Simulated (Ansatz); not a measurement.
# Si (Fd-3m) under several functionals

Plane-wave DFT in Ansatz with scalar-relativistic PAW potentials. The same structure was relaxed (cell and atoms, symmetry kept) in separate runs at each level. No spin polarisation.

**Question.** How do the levels LDA, PBE, PBEsol compare?

**Answer.**
| level | cutoff (eV) | k mesh | V (Å³/atom) | a (Å) | gap (eV) |
| --- | --- | --- | --- | --- | --- |
| LDA | 420 | 12×12×12 | 19.704 | 5.402 | 0.44 |
| PBEsol | 420 | 12×12×12 | 20.055 | 5.434 | 0.46 |
| PBE | 420 | 8×8×8 | 20.459 | 5.470 | 0.65 |

The usual order of volumes, LDA < PBEsol < PBE, holds here (19.704, 20.055, 20.459 Å³/atom). As a rule LDA overbinds; PBEsol, built on the gradient expansion of slowly varying densities, lies between LDA and PBE; PBE's stronger gradient term for exchange weakens bonds. Each gap belongs to its own cell, so it mixes the functional's effect with that of the volume; gaps are the least found on the k mesh or on a band path.

Cost: 3 runs of about 0.2 core-minutes in all, on Arm Neoverse V1, Intel Xeon Platinum 8259CL (Skylake/Cascade Lake) (shared hosts).